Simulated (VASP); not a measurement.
# Sn (I4_1/amd) in VASP: electric field gradients with PBE

Aim: the electric field gradients of Sn with PBE.

Program: VASP 6.6.1. These are calculated values, not measurements. Logs are shortened: lines on timing, memory, paths and dates and some standing lists are left out, and cuts for length are marked.

## 1. The cell of the first run

It takes space group I4_1/amd (No. 141, tetragonal). Conventional cell: a = 5.793 Å, b = 5.793 Å, c = 3.160 Å, α = 90.00°, β = 90.00°, γ = 90.00°. Sn (site symmetry -4m2) has 6 Sn at 3.00 to 3.16 Å as nearest neighbours.

## 2. Electric field gradients, PBE (volume scaled by 0.98)

Contents of INCAR:

```
PREC = Accurate
ENCUT = 520
EDIFF = 1E-8
ISMEAR = -1
SIGMA = 0.05
LREAL = F
LASPH = T
NELM = 100
ALGO = Fast
ISIF = 2
LWAVE = F
LCHARG = F
GGA = PE
LEFG = T
NBANDS = 21
ISYM = 0
```

Contents of KPOINTS:

```
regular mesh
0
Gamma
  15 15 10
```

Contents of POSCAR:

```
Sn
1.0
   -2.8962799473      2.8962799473      1.5799741750
    2.8962799473     -2.8962799473      1.5799741750
    2.8962799473      2.8962799473     -1.5799741750
Sn
2
Direct
    0.0000000000      0.0000000000      0.0000000000
    0.7500000000      0.2500000000      0.5000000000
```

Potentials or basis: VASP PAW PBE potentials, release 64 (Sn_d).

Command:

```bash
$ cat potpaw_PBE.64/Sn_d/POTCAR > POTCAR
$ mpirun -np 1 vasp_std > vasp.out
```

OUTCAR:

```text
PREC = Accurate
   ENCUT = 520
   EDIFF = 1E-8
   ISMEAR = -1
   LREAL = F
   LASPH = T
   NELM = 100
   ISIF = 2
   GGA = PE
   ISYM = 0

 ion  position               nearest neighbor table
   1  0.000  0.000  0.000-   2 3.00   2 3.00   2 3.00   2 3.00   2 3.74   2 3.74   2 3.74   2 3.74

   2  0.750  0.250  0.500-   1 3.00   1 3.00   1 3.00   1 3.00   1 3.74   1 3.74   1 3.74   1 3.74

IMPORTANT INFORMATION: All symmetrisations will be switched off!
NOSYMM: (Re-)initialisation of all symmetry stuff for point group C_1.

----------------------------------------------------------------------------------------

                                     Primitive cell

  volume of cell :      53.0141

  direct lattice vectors                    reciprocal lattice vectors
    -2.896279947  2.896279947  1.579974175     0.000000000  0.172635246  0.316460869
     2.896279947 -2.896279947  1.579974175     0.172635246  0.000000000  0.316460869
     2.896279947  2.896279947 -1.579974175     0.172635246  0.172635246  0.000000000

  length of vectors
     4.390124538  4.390124538  4.390124538     0.360486351  0.360486351  0.244143106

  position of ions in fractional coordinates (direct lattice)
     0.000000000  0.000000000  0.000000000
     0.750000000  0.250000000  0.500000000

  ion indices of the primitive-cell ions
   primitive index   ion index
                 1           1
                 2           2

----------------------------------------------------------------------------------------

 KPOINTS: regular mesh

Automatic generation of k-mesh.
 Grid dimensions read from file:
 generate k-points for:   15   15   10

 Generating k-lattice:

  Cartesian coordinates                     Fractional coordinates (reciprocal lattice)
     0.000000000  0.011509016  0.021097391     0.066666667  0.000000000  0.000000000
     0.011509016  0.000000000  0.021097391     0.000000000  0.066666667  0.000000000
     0.017263525  0.017263525  0.000000000     0.000000000  0.000000000  0.100000000

  Length of vectors
     0.024032423  0.024032423  0.024414311

  Shift w.r.t. Gamma in fractional coordinates (k-lattice)
     0.000000000  0.000000000  0.000000000

 -----------------------------------------------------------------------------
|                                                                             |
|           W    W    AA    RRRRR   N    N  II  N    N   GGGG   !!!           |
|           W    W   A  A   R    R  NN   N  II  NN   N  G    G  !!!           |
|           W    W  A    A  R    R  N N  N  II  N N  N  G       !!!           |
|           W WW W  AAAAAA  RRRRR   N  N N  II  N  N N  G  GGG   !            |
|           WW  WW  A    A  R   R   N   NN  II  N   NN  G    G                |
|           W    W  A    A  R    R  N    N  II  N    N   GGGG   !!!           |
|                                                                             |
|     Your reciprocal lattice and k-lattice belong to different lattice       |
|     classes:                                                                |
|                                                                             |
|        The reciprocal lattice is body-centered tetragonal,                  |
|        whereas your k-lattice is base-centered monoclinic.                  |
|                                                                             |
|     Results are often still useful ...                                      |
|                                                                             |
 -----------------------------------------------------------------------------

 WARNING: IBZKPT: internal override: KBLOWUP is changed to .FALSE.
      ... skipping the blow-up phase ...

 Subroutine IBZKPT returns following result:
 ===========================================

 Found   1126 irreducible k-points:

 Following reciprocal coordinates:
            Coordinates               Weight
  0.000000  0.000000  0.000000      1.000000
  0.066667 -0.000000  0.000000      2.000000
  0.133333  0.000000  0.000000      2.000000
  0.200000 -0.000000  0.000000      2.000000
  0.266667  0.000000  0.000000      2.000000
  0.333333 -0.000000 -0.000000      2.000000
[... 16 lines left out ...]
 -0.066667  0.066667  0.000000      2.000000
  0.000000  0.133333  0.000000      2.000000
 [... further k-points ...]
   k-points           NKPTS =   1126   k-points in BZ     NKDIM =   1126   number of bands    NBANDS=     21
   number of dos      NEDOS =    301   number of ions     NIONS =      2
   total plane-waves  NPLWV =  46656
   dimension x,y,z NGX =    36 NGY =   36 NGZ =   36
   dimension x,y,z NGXF=    72 NGYF=   72 NGZF=   72
   ions per type =               2
   NGX,Y,Z   is equivalent  to a cutoff of  13.63, 13.63, 13.63 a.u.
   NGXF,Y,Z  is equivalent  to a cutoff of  27.27, 27.27, 27.27 a.u.
 SYSTEM =  unknown system
   PREC   = accura    normal or accurate (medium, high low for compatibility)
   ISTART =      0    job   : 0-new  1-cont  2-samecut
   ICHARG =      2    charge: 1-file 2-atom 10-const
   ISPIN  =      1    spin polarized calculation?
   LNONCOLLINEAR =      F non collinear calculations
   LSORBIT =      F    spin-orbit coupling
   LASPH  =      T    aspherical Exc in radial PAW
   ENCUT  =  520.0 eV  38.22 Ry    6.18 a.u.   8.16  8.16  8.16*2*pi/ulx,y,z
   NELM   =    100;   NELMIN=  2; NELMDL= -5     # of ELM steps
   EDIFF  = 0.1E-07   stopping-criterion for ELM
   LREAL  =      F    real-space projection
   EDIFFG = 0.1E-06   stopping-criterion for IOM
   NSW    =      0    number of steps for IOM
   IBRION =     -1    ionic relax: 0-MD 1-quasi-New 2-CG
   NFREE  =      0    steps in history (QN), initial steepest desc. (CG)
   ISIF   =      2    stress and relaxation
   ISYM   =      0    0-nonsym 1-usesym 2-fastsym
   POTIM  = 0.5000    time-step for ionic-motion
   TEBEG  =    0.0;   TEEND  =   0.0 temperature during run
   PSTRESS=    0.0 pullay stress
   NELECT =      28.0000    total number of electrons
   NUPDOWN=      -1.0000    fix difference up-down
   EMIN   =  10.00;   EMAX   =-10.00  energy-range for DOS
   EFERMI =   0.00;   METHOD = LEGACY
   ISMEAR =    -1;   SIGMA  =   0.05  broadening in eV -4-tet -1-fermi 0-gaus
   EFERMI_NEDOS =   21; number of points for ismear=-14 and -15
   IALGO  =     68    algorithm
   IMIX   =      4    mixing-type and parameters
     AMIX     =   0.40;   BMIX     =  1.00
     AMIX_MAG =   1.60;   BMIX_MAG =  1.00
  volume/ion in A,a.u.               =      26.51       178.88
  Fermi-wavevector in a.u.,A,eV,Ry     =   1.323317  2.500706 23.826078  1.751167
  Thomas-Fermi vector in A             =   2.452934
   LORBIT       =      0    0 simple, 1 ext, 2 COOP (PROOUT), +10 PAW based schemes
   GGA     = PE    functional components
   LHFCALC =     F    Hartree Fock is set to
   AEXX    =    0.0000 exact exchange contribution
   IVDW    =     0    specifies the selected vdW correction
   LEPSILON=     F    determine dielectric tensor
   LRPA    =     F    only Hartree local field effects (RPA)
 non-spin polarized calculation
 RMM-DIIS sequential band-by-band and
  energy-cutoff  :      520.00
  volume of cell :       53.01
 maximum number of plane-waves:      1446
 NGX is ok and might be reduce to    36

 number of electron      28.0000012 magnetization

 Free energy of the ion-electron system (eV)
  ---------------------------------------------------
  ext. energy  EPLUGINS =         0.00000000
  ---------------------------------------------------
  free energy    TOTEN  =        -7.56841930 eV

  energy without entropy =       -7.56033607  energy(sigma->0) =       -7.56437769

 E-fermi :   8.2800     XC(G=0): -10.4165

 val. band max:        8.2784830078   @ k =   0.3333  -0.4667   0.2000
 cond. band min:       8.2808691679   @ k =  -0.2000   0.2000   0.3000
 fundamental gap:      0.0023861602
 Fermi energy:         8.2800261168

 k-point     1 :       0.0000    0.0000    0.0000
  band No.  band energies     occupation
      1     -13.4245      2.00000
      2     -13.3328      2.00000
      3     -13.2908      2.00000
      4     -13.2754      2.00000
      5     -13.1163      2.00000
      6     -13.1154      2.00000
[... 13 lines left out ...]
     20      18.2539      0.00000
     21      18.9198      0.00000
[... 529 lines left out ...]
 k-point    24 :       0.0000    0.1333    0.0000
  band No.  band energies     occupation
      1     -13.4126      2.00000
      2     -13.2973      2.00000
      3     -13.2773      2.00000
      4     -13.2352      2.00000
      5     -13.1398      2.00000
      6     -13.1319      2.00000
[... 13 lines left out ...]
     20      16.8905      0.00000
     21      17.0259      0.00000

 [... further k-points ...]
[... 5 lines left out ...]
  --------------------------------------------------------------------------------------
  -------------------------------------------------------------------------------------
  Total        1.4156585      1.4156593      1.0183089     -0.0382904      0.0169264      0.0169261
  in kB       42.7836682     42.7836939     30.7750723     -1.1572014      0.5115450      0.5115354
  external PRESSURE =      38.7808115 kB  Pullay stress =       0.0000000 kB

 VOLUME and BASIS-vectors are now :
 -----------------------------------------------------------------------------
  energy-cutoff  :      520.00
  volume of cell :       53.01
      direct lattice vectors                 reciprocal lattice vectors
    -2.896279947  2.896279947  1.579974175     0.000000000  0.172635246  0.316460869
     2.896279947 -2.896279947  1.579974175     0.172635246  0.000000000  0.316460869
     2.896279947  2.896279947 -1.579974175     0.172635246  0.172635246  0.000000000

 POSITION                                       TOTAL-FORCE (eV/Angst)
 -----------------------------------------------------------------------------------
      0.00000      0.00000      0.00000         0.001674     -0.001674     -0.000000
      0.00000      2.89628      0.78999        -0.001674      0.001674      0.000000
 -----------------------------------------------------------------------------------
    total drift:                               -0.000000     -0.000000     -0.000000

  FREE ENERGIE OF THE ION-ELECTRON SYSTEM (eV)
  ---------------------------------------------------
  free  energy   TOTEN  =        -7.5684193024 eV

  energy  without entropy=       -7.5603360748  energy(sigma->0) =       -7.56437769

 Electric field gradients (V/A^2)
---------------------------------------------------------------------
 ion       V_xx      V_yy      V_zz      V_xy      V_xz      V_yz
---------------------------------------------------------------------
   1     -22.447   -22.447    44.895     2.195    -0.020    -0.020
   2     -22.447   -22.447    44.895     2.195    -0.020    -0.020
---------------------------------------------------------------------

 Electric field gradients after diagonalization (V/A^2)
 (convention: |V_zz| > |V_xx| > |V_yy|)
----------------------------------------------------------------------
 ion       V_xx      V_yy      V_zz     asymmetry (V_yy - V_xx)/ V_zz
----------------------------------------------------------------------
   1     -24.642   -20.253    44.895       0.098
   2     -24.642   -20.253    44.895       0.098
----------------------------------------------------------------------

           NMR quadrupolar parameters

 Cq : quadrupolar parameter    Cq=e*Q*V_zz/h
 eta: asymmetry parameters     (V_yy - V_xx)/ V_zz
 Q  : nuclear electric quadrupole moment in mb (millibarn)
----------------------------------------------------------------------
 ion       Cq(MHz)       eta       Q (mb)
----------------------------------------------------------------------
   1       0.109       0.098       1.000
   2       0.109       0.098       1.000
----------------------------------------------------------------------
```

Run time: 12 min. Hardware: 1 thread of Intel Xeon 6975P-C (Granite Rapids), shared host; peak memory 0.99 GiB.

What came out:

| Item | Value |
| --- | --- |
| Free energy | -7.5684 eV |
| Pressure | 3.9 GPa |
| Band gap on the k mesh | none (metal or under the smearing width) |

Forces in eV/Å, atoms in the order of the input:
```
Sn   0.002 -0.002  0.000
Sn  -0.002  0.002  0.000
```

Stress tensor (GPa, compression positive):
```
 4.28 -0.12  0.05
-0.12  4.28  0.05
 0.05  0.05  3.08
```

Electric field gradients, principal values (V/Å²):
```
atom      Vxx      Vyy     Vzz
1 Sn  -20.253  -24.642  44.895
2 Sn  -20.253  -24.642  44.895
```
